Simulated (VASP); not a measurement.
# Pb3O (Im-3m) in VASP: a series of runs

The runs below take Pb3O through single point, relaxation of cell and atoms, with PBE.

Program: VASP 6.6.1. These are calculated values, not measurements. Logs are shortened: lines on timing, memory, paths and dates and some standing lists are left out, and cuts for length are marked.

**1. The cell of the first run**

The structure is cubic, space group Im-3m (No. 229). The conventional cell has a = 6.221 Å, b = 6.221 Å, c = 6.221 Å, α = 90.00°, β = 90.00°, γ = 90.00°. Pb (site symmetry 4/mmm) has 4 Pb at 3.11 Å and 2 O at 3.11 Å as nearest neighbours. O (site symmetry m-3m) is surrounded by 6 Pb at 3.11 Å.

The cell was built by a generator and needn't be a form met in nature.

**2. Single point, PBE (random cell by space group and Wyckoff sites (Im-3m, No. 229))**

Input file INCAR:

```
PREC = Accurate
ENCUT = 520
EDIFF = 1E-6
ISMEAR = 0
SIGMA = 0.1
LREAL = False
LASPH = True
NELM = 80
ALGO = Fast
ISIF = 2
LWAVE = False
LCHARG = False
GGA = PE
NBANDS = 32
```

Input file KPOINTS:

```
regular mesh
0
Gamma
  4 4 4
```

Input file POSCAR:

```
Pb3O
1.0
   -3.1104877500      3.1104877500      3.1104877500
    3.1104877500     -3.1104877500      3.1104877500
    3.1104877500      3.1104877500     -3.1104877500
Pb O
3 1
Direct
    0.0000000000      0.5000000000      0.5000000000
    0.5000000000      0.0000000000      0.5000000000
    0.5000000000      0.5000000000      0.0000000000
    0.0000000000      0.0000000000      0.0000000000
```

Potentials or basis: VASP PAW PBE potentials, release 64 (Pb_d, O).

Run with:

```sh
cat potpaw_PBE.64/Pb_d/POTCAR potpaw_PBE.64/O/POTCAR > POTCAR
mpirun -np 1 vasp_std > vasp.out
```

OUTCAR:

```text
PREC = Accurate
   ENCUT = 520
   EDIFF = 1E-6
   ISMEAR = 0
   LREAL = False
   LASPH = True
   NELM = 80
   ISIF = 2
   GGA = PE

 ion  position               nearest neighbor table
   1  0.000  0.500  0.500-   2 3.11   3 3.11   3 3.11   2 3.11
   2  0.500  0.000  0.500-   1 3.11   3 3.11   3 3.11   1 3.11
   3  0.500  0.500  0.000-   1 3.11   2 3.11   2 3.11   1 3.11
   4  0.000  0.000  0.000-

  LATTYP: Found a body centered cubic cell.
 ALAT       =     6.2209755000

  Lattice vectors:

 A1 = (  -3.1104877500,   3.1104877500,   3.1104877500)
 A2 = (   3.1104877500,  -3.1104877500,   3.1104877500)
 A3 = (   3.1104877500,   3.1104877500,  -3.1104877500)

Analysis of symmetry for initial positions (statically):
=====================================================================
 Subroutine PRICEL returns:
 Original cell was already a primitive cell.

 Routine SETGRP: Setting up the symmetry group for a
 body centered cubic supercell.

 Subroutine GETGRP returns: Found 48 space group operations
 (whereof 48 operations were pure point group operations)
 out of a pool of 48 trial point group operations.

The static configuration has the point symmetry O_h .

Analysis of symmetry for dynamics (positions and initial velocities):
=====================================================================
 Subroutine PRICEL returns:
 Original cell was already a primitive cell.

 Routine SETGRP: Setting up the symmetry group for a
 body centered cubic supercell.

 Subroutine GETGRP returns: Found 48 space group operations
 (whereof 48 operations were pure point group operations)
 out of a pool of 48 trial point group operations.

The dynamic configuration has the point symmetry O_h .

 Subroutine INISYM returns: Found 48 space group operations
 (whereof 48 operations are pure point group operations),
 and found     1 'primitive' translations

----------------------------------------------------------------------------------------

                                     Primitive cell

  volume of cell :     120.3775

  direct lattice vectors                    reciprocal lattice vectors
    -3.110487750  3.110487750  3.110487750     0.000000000  0.160746494  0.160746494
     3.110487750 -3.110487750  3.110487750     0.160746494  0.000000000  0.160746494
     3.110487750  3.110487750 -3.110487750     0.160746494  0.160746494  0.000000000

  length of vectors
     5.387522819  5.387522819  5.387522819     0.227329872  0.227329872  0.227329872

  position of ions in fractional coordinates (direct lattice)
     0.000000000  0.500000000  0.500000000
     0.500000000  0.000000000  0.500000000
     0.500000000  0.500000000  0.000000000
     0.000000000  0.000000000  0.000000000

  ion indices of the primitive-cell ions
   primitive index   ion index
                 1           1
                 2           2
                 3           3
                 4           4

----------------------------------------------------------------------------------------

 KPOINTS: regular mesh

Automatic generation of k-mesh.
 Grid dimensions read from file:
 generate k-points for:    4    4    4

 Generating k-lattice:

  Cartesian coordinates                     Fractional coordinates (reciprocal lattice)
     0.000000000  0.040186623  0.040186623     0.250000000  0.000000000  0.000000000
     0.040186623  0.000000000  0.040186623     0.000000000  0.250000000  0.000000000
     0.040186623  0.040186623  0.000000000     0.000000000  0.000000000  0.250000000

  Length of vectors
     0.056832468  0.056832468  0.056832468

  Shift w.r.t. Gamma in fractional coordinates (k-lattice)
     0.000000000  0.000000000  0.000000000

 Subroutine IBZKPT returns following result:
 ===========================================

 Found      8 irreducible k-points:

 Following reciprocal coordinates:
            Coordinates               Weight
  0.000000  0.000000  0.000000      1.000000
  0.250000  0.000000  0.000000     12.000000
  0.500000  0.000000  0.000000      6.000000
  0.250000  0.250000  0.000000     24.000000
  0.250000  0.250000  0.250000      2.000000
 -0.250000  0.250000  0.250000      6.000000
  0.500000  0.500000  0.250000     12.000000
  0.500000  0.500000  0.500000      1.000000
   k-points           NKPTS =      8   k-points in BZ     NKDIM =      8   number of bands    NBANDS=     32
   number of dos      NEDOS =    301   number of ions     NIONS =      4
   total plane-waves  NPLWV =  64000
   dimension x,y,z NGX =    40 NGY =   40 NGZ =   40
   dimension x,y,z NGXF=    80 NGYF=   80 NGZF=   80
   ions per type =               3   1
   NGX,Y,Z   is equivalent  to a cutoff of  12.34, 12.34, 12.34 a.u.
   NGXF,Y,Z  is equivalent  to a cutoff of  24.69, 24.69, 24.69 a.u.
 SYSTEM =  unknown system
   PREC   = accura    normal or accurate (medium, high low for compatibility)
   ISTART =      0    job   : 0-new  1-cont  2-samecut
   ICHARG =      2    charge: 1-file 2-atom 10-const
   ISPIN  =      1    spin polarized calculation?
   LNONCOLLINEAR =      F non collinear calculations
   LSORBIT =      F    spin-orbit coupling
   LASPH  =      T    aspherical Exc in radial PAW
   ENCUT  =  520.0 eV  38.22 Ry    6.18 a.u.  10.02 10.02 10.02*2*pi/ulx,y,z
   NELM   =     80;   NELMIN=  2; NELMDL= -5     # of ELM steps
   EDIFF  = 0.1E-05   stopping-criterion for ELM
   LREAL  =      F    real-space projection
   EDIFFG = 0.1E-04   stopping-criterion for IOM
   NSW    =      0    number of steps for IOM
   IBRION =     -1    ionic relax: 0-MD 1-quasi-New 2-CG
   NFREE  =      0    steps in history (QN), initial steepest desc. (CG)
   ISIF   =      2    stress and relaxation
   ISYM   =      2    0-nonsym 1-usesym 2-fastsym
   POTIM  = 0.5000    time-step for ionic-motion
   TEBEG  =    0.0;   TEEND  =   0.0 temperature during run
   PSTRESS=    0.0 pullay stress
   NELECT =      48.0000    total number of electrons
   NUPDOWN=      -1.0000    fix difference up-down
   EMIN   =  10.00;   EMAX   =-10.00  energy-range for DOS
   EFERMI =   0.00;   METHOD = LEGACY
   ISMEAR =     0;   SIGMA  =   0.10  broadening in eV -4-tet -1-fermi 0-gaus
   EFERMI_NEDOS =   21; number of points for ismear=-14 and -15
   IALGO  =     68    algorithm
   IMIX   =      4    mixing-type and parameters
     AMIX     =   0.40;   BMIX     =  1.00
     AMIX_MAG =   1.60;   BMIX_MAG =  1.00
  volume/ion in A,a.u.               =      30.09       203.09
  Fermi-wavevector in a.u.,A,eV,Ry     =   1.204962  2.277048 19.754760  1.451934
  Thomas-Fermi vector in A             =   2.340672
   LORBIT       =      0    0 simple, 1 ext, 2 COOP (PROOUT), +10 PAW based schemes
   GGA     = PE    functional components
   LHFCALC =     F    Hartree Fock is set to
   AEXX    =    0.0000 exact exchange contribution
   IVDW    =     0    specifies the selected vdW correction
   LEPSILON=     F    determine dielectric tensor
   LRPA    =     F    only Hartree local field effects (RPA)
 non-spin polarized calculation
 RMM-DIIS sequential band-by-band and
 Gauss-broadening in eV      SIGMA  =   0.10
  energy-cutoff  :      520.00
  volume of cell :      120.38
 maximum number of plane-waves:      3300
   NGX = 19   NGY = 19   NGZ = 19

 number of electron      48.0000003 magnetization

 Free energy of the ion-electron system (eV)
  ---------------------------------------------------
  ext. energy  EPLUGINS =         0.00000000
  ---------------------------------------------------
  free energy    TOTEN  =       -14.89676373 eV

  energy without entropy =      -14.87770945  energy(sigma->0) =      -14.88723659

 E-fermi :   4.1550     XC(G=0):  -9.1759

 val. band max:        4.1220880270   @ k =   0.2500   0.0000   0.0000
 cond. band min:       4.4254910546   @ k =   0.5000   0.5000   0.2500
 fundamental gap:      0.3034030276
 Fermi energy:         4.1550424738

 k-point     1 :       0.0000    0.0000    0.0000
  band No.  band energies     occupation
      1     -12.7799      2.00000
      2     -12.7799      2.00000
      3     -12.6018      2.00000
      4     -12.5506      2.00000
      5     -12.5506      2.00000
      6     -12.5506      2.00000
[... 24 lines left out ...]
     31       9.1764      0.00000
     32      11.8435      0.00000

 k-point     2 :       0.2500    0.0000    0.0000
  band No.  band energies     occupation
      1     -12.7495      2.00000
      2     -12.6673      2.00000
      3     -12.5470      2.00000
      4     -12.5213      2.00000
      5     -12.5167      2.00000
      6     -12.4938      2.00000
[... 24 lines left out ...]
     31      10.4166      0.00000
     32      10.5773      0.00000

 k-point     3 :       0.5000    0.0000    0.0000
  band No.  band energies     occupation
      1     -12.7245      2.00000
      2     -12.4811      2.00000
      3     -12.4677      2.00000
      4     -12.4055      2.00000
      5     -12.4021      2.00000
      6     -12.3890      2.00000
[... 24 lines left out ...]
     31      12.4229      0.00000
     32      12.7231      0.00000

 k-point     4 :       0.2500    0.2500    0.0000
  band No.  band energies     occupation
      1     -12.6705      2.00000
      2     -12.5692      2.00000
      3     -12.4815      2.00000
      4     -12.4414      2.00000
      5     -12.4399      2.00000
      6     -12.4056      2.00000
[... 24 lines left out ...]
     31      10.2248      0.00000
     32      11.5389      0.00000

 k-point     5 :       0.2500    0.2500    0.2500
  band No.  band energies     occupation
      1     -12.3993      2.00000
      2     -12.3993      2.00000
      3     -12.3993      2.00000
      4     -12.3874      2.00000
      5     -12.3874      2.00000
      6     -12.3874      2.00000
[... 24 lines left out ...]
     31       7.1079      0.00000
     32      12.7351      0.00000

 k-point     6 :      -0.2500    0.2500    0.2500
  band No.  band energies     occupation
      1     -12.7827      2.00000
      2     -12.6487      2.00000
      3     -12.5358      2.00000
      4     -12.4761      2.00000
      5     -12.4761      2.00000
      6     -12.4251      2.00000
[... 24 lines left out ...]
     31      12.0003      0.00000
     32      12.0003      0.00000

 k-point     7 :       0.5000    0.5000    0.2500
  band No.  band energies     occupation
      1     -12.7702      2.00000
      2     -12.5912      2.00000
      3     -12.5544      2.00000
      4     -12.5031      2.00000
      5     -12.4973      2.00000
      6     -12.4680      2.00000
[... 24 lines left out ...]
     31      11.4859      0.00000
     32      12.5938      0.00000

 k-point     8 :       0.5000    0.5000    0.5000
  band No.  band energies     occupation
      1     -12.8368      2.00000
      2     -12.6293      2.00000
      3     -12.6293      2.00000
      4     -12.5211      2.00000
      5     -12.5211      2.00000
      6     -12.5211      2.00000
[... 24 lines left out ...]
     31      12.3556      0.00000
     32      12.5131      0.00000

------------------------ aborting loop because EDIFF is reached ----------------------------------------

  FORCE on cell =-STRESS in cart. coord.  units (eV):
  Direction    XX          YY          ZZ          XY          YZ          ZX
  --------------------------------------------------------------------------------------
  -------------------------------------------------------------------------------------
  Total       -2.5161521     -2.5161521     -2.5161521      0.0000000      0.0000000      0.0000000
  in kB      -33.4889864    -33.4889864    -33.4889864      0.0000000      0.0000000      0.0000000
  external PRESSURE =     -33.4889864 kB  Pullay stress =       0.0000000 kB

 VOLUME and BASIS-vectors are now :
 -----------------------------------------------------------------------------
  energy-cutoff  :      520.00
  volume of cell :      120.38
      direct lattice vectors                 reciprocal lattice vectors
    -3.110487750  3.110487750  3.110487750     0.000000000  0.160746494  0.160746494
     3.110487750 -3.110487750  3.110487750     0.160746494  0.000000000  0.160746494
     3.110487750  3.110487750 -3.110487750     0.160746494  0.160746494  0.000000000

 POSITION                                       TOTAL-FORCE (eV/Angst)
 -----------------------------------------------------------------------------------
      3.11049      0.00000      0.00000        -0.000000     -0.000000      0.000000
      0.00000      3.11049      0.00000         0.000000     -0.000000     -0.000000
      0.00000      0.00000      3.11049        -0.000000      0.000000     -0.000000
      0.00000      0.00000      0.00000        -0.000000      0.000000      0.000000
 -----------------------------------------------------------------------------------
    total drift:                               -0.000000     -0.000000      0.000000

  FREE ENERGIE OF THE ION-ELECTRON SYSTEM (eV)
  ---------------------------------------------------
  free  energy   TOTEN  =       -14.8967637268 eV

  energy  without entropy=      -14.8777094507  energy(sigma->0) =      -14.88723659
```

It took 24 s on 1 thread of Intel Xeon 6975P-C (Granite Rapids), shared host; peak memory 0.24 GiB.

Results:

| Item | Value |
| --- | --- |
| Free energy | -14.8968 eV |
| Pressure | -3.3 GPa |
| Band gap on the k mesh | none (metal or under the smearing width) |

Levels at points of the mesh, in eV from the Fermi level:
```
           k point  band 21  band 22  band 23  band 24  band 25  band 26  band 27  band 28
(0.00, 0.00, 0.00)    -1.50    -1.50    -1.42    -1.42    -1.42     3.13     3.13     3.13
(0.50, 0.00, 0.00)    -1.67    -0.75    -0.68     0.38     1.49     2.34     2.69     2.91
(0.50, 0.50, 0.50)    -3.20    -3.20    -0.49    -0.49    -0.49     4.00     4.00     4.00
```

The run has no spin-orbit coupling, so splittings on Pb are missing.

(Continued in part 2 of 2.)
